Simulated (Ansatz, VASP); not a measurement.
**Two plane-wave programs on SiHC**

Contents of INCAR:

```
SYSTEM = SiHC
PREC = Accurate
ENCUT = 600
EDIFF = 1E-6
ISMEAR = 0
SIGMA = 0.1
LREAL = .False.
LASPH = .True.
NELM = 80
ALGO = Normal
ISIF = 3
LWAVE = .False.
LCHARG = .False.
GGA = PE
IBRION = 2
NSW = 100
EDIFFG = -0.01
```

KPOINTS

```
regular mesh
0
Gamma
  18 18 16
  0 0 0
```

Contents of POSCAR:

```
SiHC
1.0
    2.9226656257      0.0000000000      0.0000000000
   -1.4613328129      2.5311026786      0.0000000000
    0.0000000000      0.0000000000      2.8115095953
Si H C
1 1 1
Direct
    0.3333333333      0.6666666667      0.0000000000
    0.0000000000      0.0000000000      0.5000000000
    0.6666666667      0.3333333333      0.5000000000
```

Input for Ansatz:

```yaml
crystal:
  lattice:
    - [2.9226656257, 0.0, 0.0]
    - [-1.4613328129, 2.5311026786, 0.0]
    - [0.0, 0.0, 2.8115095953]
  atoms:
    - { symbol: Si, position: [0.3333333333, 0.6666666667, 0.0] }
    - { symbol: H, position: [0.0, 0.0, 0.5] }
    - { symbol: C, position: [0.6666666667, 0.3333333333, 0.5] }
basis:
  ecutwfc: 420
kpoints:
  mp_grid: { grid: [18, 18, 16] }
hamiltonian:
  xc: pbe
scf:
  occupations: { method: gaussian, width: 0.1 }
output:
  forces: true
  stress: true
  eigenvalues: true
  write_density: true
  write_potential: true
  elf: true
  volumetric_format: npy
relax:
  adjacent_minimum: "off"
  f_tol: 0.01
  max_steps: 80
  cell: { stress_tol: 0.05 }
```

Change from the starting cell: species swapped into the TmCuSi type (P-6m2, No. 187).

Alike in both runs: task relaxation of cell and atoms; functional PBE; k mesh 18 × 18 × 16; occupations gaussian, width 0.1 eV; no spin polarisation.

```csv
,VASP,Ansatz
version,VASP 6.6.1,Ansatz 0.2.0
potentials or method,"VASP PAW PBE potentials, release 64 (Si, H, C)","scalar-relativistic, plane waves, PAW"
plane-wave cutoff (eV),600,420
valence electrons in the cell,9,9
```

```tsv
	VASP	Ansatz	Ansatz less VASP
gap on the k mesh at the Fermi level, each at its own relaxed structure (eV)	none	none	-
relaxed volume (Å³/atom)	6.93	6.92	-0.006
relaxed cell length with the largest relative difference (Å)	2.864	2.863	-0.0010
energy change over the relaxation (meV/atom)	-5	-5	0.0
```

A gap of «none» marks a metal or a gap that the smearing closes.
